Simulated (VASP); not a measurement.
Crystal: TaC.

```
Ta C
1.0
     0.00000    2.23390    2.23390
     2.23390    0.00000    2.23390
     2.23390    2.23390    0.00000
Ta C
1 1
Direct
  0.00000 0.00000 0.00000
  0.50000 0.50000 0.50000
```

The cell is a database's computed one.

```yaml
Program: VASP 6.6.1
Task: relaxation of cell and atoms
Functional: LDA
Potentials_or_basis: VASP PAW LDA potentials, release 64 (Ta_pv, C)
Cutoff: 600 eV
k_mesh: 16 × 16 × 16
Occupations: gaussian, width 0.1 eV
Spin: no spin polarisation
```

At the start: pressure -10.6 GPa; volume 11.15 Å³/atom.

Task: How do energy, volume and symmetry change on relaxing?

Result: Over 4 steps the energy falls by 11.9 meV/atom and the volume is 10.80 Å³/atom (-3.1 %); space group Fm-3m (No. 225, to 0.05 Å).

Step by step:
```
step  energy change (eV)  largest force (eV/Å)  pressure (GPa)  volume (Å³)
   1              0.0000                0.0000          -10.63        22.30
   2              0.1291                0.0000           32.59        19.99
   3             -0.0237                0.0000           -0.33        21.62
   4             -0.0237                0.0000           -0.03        21.60
```

Final structure:
```
CELL_PARAMETERS angstrom
0.00000 2.21047 2.21047
2.21047 0.00000 2.21047
2.21047 2.21047 0.00000
ATOMIC_POSITIONS crystal
Ta 0.00000 0.00000 0.00000
C 0.50000 0.50000 0.50000
```
